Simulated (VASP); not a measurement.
A run of VASP 6.6.1 is set up as follows.

INCAR

```
  PREC = Accurate
  ENCUT = 520
  EDIFF = 1E-6
  ISMEAR = -1
  SIGMA = 0.05
  LREAL = F
  LASPH = T
  NELM = 60
  ALGO = Fast
  ISIF = 2
  LWAVE = F
  LCHARG = F
  LNONCOLLINEAR = T
  MAGMOM = 0 0 0 0 0 0 0 0 0 0 0 0 0 0 0 0 0 0
  LORBIT = 11
  LSORBIT = T
  GGA_COMPAT = F
  LDIPOL = T
  IDIPOL = 3
  DIPOL = 0.5 0.5 0.500
  GGA = PS
  NBANDS = 94
```

Contents of KPOINTS:

```
Automatic mesh
0
Gamma
  7 7 1
```

File POSCAR:

```
In
1.0
    3.3392736332      0.0000000000      0.0000000000
   -1.6696368166      2.8918957965      0.0000000000
    0.0000000000      0.0000000000     28.6733323964
In
6
Direct
    0.6666666667      0.3333333333      0.2615670860
    0.0000000000      0.0000000000      0.3565778439
    0.6666666667      0.3333333333      0.4521926146
    0.3333333333      0.6666666667      0.5478073854
    0.6666666667      0.3333333333      0.6428181433
    0.3333333333      0.6666666667      0.7384329140
```

File KPOINTS_OPT:

```
path GMKGALHA,LM,KH
10
line-mode
reciprocal
 0.0000000000  0.0000000000  0.0000000000  G
 0.5000000000  0.0000000000  0.0000000000  M

 0.5000000000  0.0000000000  0.0000000000  M
 0.3333333333  0.3333333333  0.0000000000  K

 0.3333333333  0.3333333333  0.0000000000  K
 0.0000000000  0.0000000000  0.0000000000  G

 0.0000000000  0.0000000000  0.0000000000  G
 0.0000000000  0.0000000000  0.5000000000  A

 0.0000000000  0.0000000000  0.5000000000  A
 0.5000000000  0.0000000000  0.5000000000  L

 0.5000000000  0.0000000000  0.5000000000  L
 0.3333333333  0.3333333333  0.5000000000  H

 0.3333333333  0.3333333333  0.5000000000  H
 0.0000000000  0.0000000000  0.5000000000  A

 0.5000000000  0.0000000000  0.5000000000  L
 0.5000000000  0.0000000000  0.0000000000  M

 0.3333333333  0.3333333333  0.0000000000  K
 0.3333333333  0.3333333333  0.5000000000  H
```

Potentials or basis: VASP PAW PBE potentials, release 64 (In_d).

Run with:

```sh
$ cat potpaw_PBE.64/In_d/POTCAR > POTCAR
$ mpirun -np 1 vasp_ncl > vasp.out
```

Q: What does it give for the largest force?

A: 0.232 eV/Å.

Forces in eV/Å, atoms in the order of the input:
```
In   0.000  0.000  0.232
In   0.000  0.000 -0.015
In   0.000  0.000 -0.162
In   0.000  0.000  0.179
In   0.000  0.000 -0.054
In   0.000  0.000 -0.179
```

Caveat: the PAW data sets were made with another functional, which shifts forces and pressure a little.
